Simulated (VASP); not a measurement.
## Li2O: relaxation of cell and atoms with PBE

Li2O:

```xyz
3
Lattice="0.0000 2.3050 2.3050 2.3050 0.0000 2.3050 2.3050 2.3050 0.0000" Properties=species:S:1:pos:R:3 pbc="T T T"
Li    1.1525    1.1525    1.1525
Li    3.4575    3.4575    3.4575
O     0.0000    0.0000    0.0000
```

* Program: VASP 6.6.1
* Task: relaxation of cell and atoms
* Functional: PBE
* Potentials or basis: VASP PAW PBE potentials, release 64 (Li_sv, O)
* Cutoff: 600 eV
* k mesh: 8 × 8 × 8
* Occupations: gaussian, width 0.02 eV
* Spin: no spin polarisation
* Dipole correction: no
* Further INCAR settings: ALGO = Fast; EDIFF = 1e-07; IBRION = 2; EDIFFG = -0.005; NSW = 80; ISIF = 3

| Property | Result |
| --- | --- |
| Relaxed volume | 8.22 Å³/atom |
| Relaxed cell | a = 3.267 Å, b = 3.267 Å, c = 3.267 Å, α = 60.00°, β = 60.00°, γ = 60.00° |
| Space group after relaxing (to 0.05 Å) | Fm-3m (No. 225) |
| Energy gained by relaxing | 0.1 meV/atom |
| Ionic steps | 3 |
| Pressure after relaxing | 0.0 GPa |
| Band gap on the k mesh | 4.97 eV, indirect (least direct gap 5.27 eV) |

The path:
```tsv
step	energy change (eV)	largest force (eV/Å)	pressure (GPa)	volume (Å³)
1	0.0000	0.0000	0.55	24.49
2	-0.0002	0.0000	0.22	24.59
3	-0.0003	0.0000	0.01	24.66
```

Final structure:
```xyz
3
Lattice="0.0000 2.3102 2.3102 2.3102 0.0000 2.3102 2.3102 2.3102 0.0000" Properties=species:S:1:pos:R:3 pbc="T T T"
Li    1.1551    1.1551    1.1551
Li    3.4652    3.4652    3.4652
O     0.0000    0.0000    0.0000
```

Levels at points of the mesh, in eV from the valence-band top:
```tsv
k point	band 2	band 3	band 4	band 5	band 6	band 7	band 8	band 9	band 10
(0.00, 0.00, 0.00)	-42.66	-15.45	0.00	0.00	0.00	5.27	11.93	11.93	11.93
(0.50, 0.00, 0.00)	-42.81	-15.22	-2.76	-0.44	-0.44	9.21	9.82	12.06	12.06
(0.50, 0.50, 0.00)	-42.75	-15.18	-1.59	-1.38	-1.38	4.97	13.53	13.53	14.72
```

Run time: 21 s on 1 thread of Intel(R) Xeon(R) Platinum 8488C (Sapphire Rapids), with other jobs on the host, peak memory 0.15 GiB.

Caveat: the cutoff is under 1.25 times the usual one of these potentials, so pressure, stress and relaxed cells hold a basis-set (Pulay) error. PBE usually gives volumes a little too large and moduli too small.
